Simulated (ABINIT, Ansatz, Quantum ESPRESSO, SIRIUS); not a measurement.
# One calculation of Yb, 4 ways

```
Yb
1.0
     0.00000    2.74310    2.74310
     2.74310    0.00000    2.74310
     2.74310    2.74310    0.00000
Yb
1
Direct
  0.00000 0.00000 0.00000
```

Alike in all runs: task single point; functional PBE; k mesh 8 × 8 × 8; occupations fermi-dirac, width 0.05 eV; collinear spin, ferromagnetic start; no spin-orbit coupling. Pressure is positive in compression and, in plane waves, holds the error of the finite cutoff, which Ansatz's Pulay term estimates and takes out.

```
                       program and potentials  plane-wave cutoff (eV)                             notes  band gap (eV)  pressure (GPa)  net moment per atom (μB)
                           Ansatz, Ansatz PAW                     420  Pulay term of +0.05 GPa included         no gap           -2.14                      0.00
SIRIUS, all-electron FP-LAPW, apw+lo standard                       -                                 -         no gap               -                      0.00
    Quantum ESPRESSO, SSSP 1.3 efficiency PBE                     748                                 -         no gap           -2.89                      0.00
                     ABINIT, JTH PAW PBE v2.0                     544                                 -         no gap           -2.77                      0.00
```

None finds a gap. The pressure spans -2.89 (Quantum ESPRESSO, SSSP 1.3 efficiency PBE) to -2.14 GPa (Ansatz, Ansatz PAW). All agree on the net moment per atom. The state is the one that the start led to, which needn't be the lowest.

The functional is the same throughout but for its coding, so the spread measures potentials, basis and numerics; runs on potential files found faulty are left out.
